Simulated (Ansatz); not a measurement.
Au, 2 atoms in the cell. Symmetry: P6_3/mmc, No. 194, hexagonal system. Conventional cell: a = 2.900 Å, b = 2.900 Å, c = 4.880 Å, α = 90.00°, β = 90.00°, γ = 120.00°. Around Au (site symmetry -6m2) lie 12 Au at 2.90 to 2.96 Å. This isn't the form of Au at room conditions, which is fcc.

```yaml
Program: Ansatz 0.2.0
Task: single point
Functional: r2SCANh
Potentials_or_basis: Ansatz PAW
Cutoff: "500 eV (not typed: the program's choice for these potentials)"
k_mesh: 6 × 6 × 3
Occupations: fermi-dirac, width 0.05 eV
Spin: no spin polarisation
```

Hardware: 1 × NVIDIA H100 80GB HBM3 with 2 threads of AMD EPYC 7R13 Processor (Zen 3), on a shared host.

Task: How long does it take, and how much memory?

Result: Wall time 12 s on 1 × NVIDIA H100 80GB HBM3 with 2 threads of AMD EPYC 7R13 Processor (Zen 3), with other jobs on the host, peak memory 1.8 GiB. Counts: scf iterations 14, plane waves 893, k points 14, bands 23.
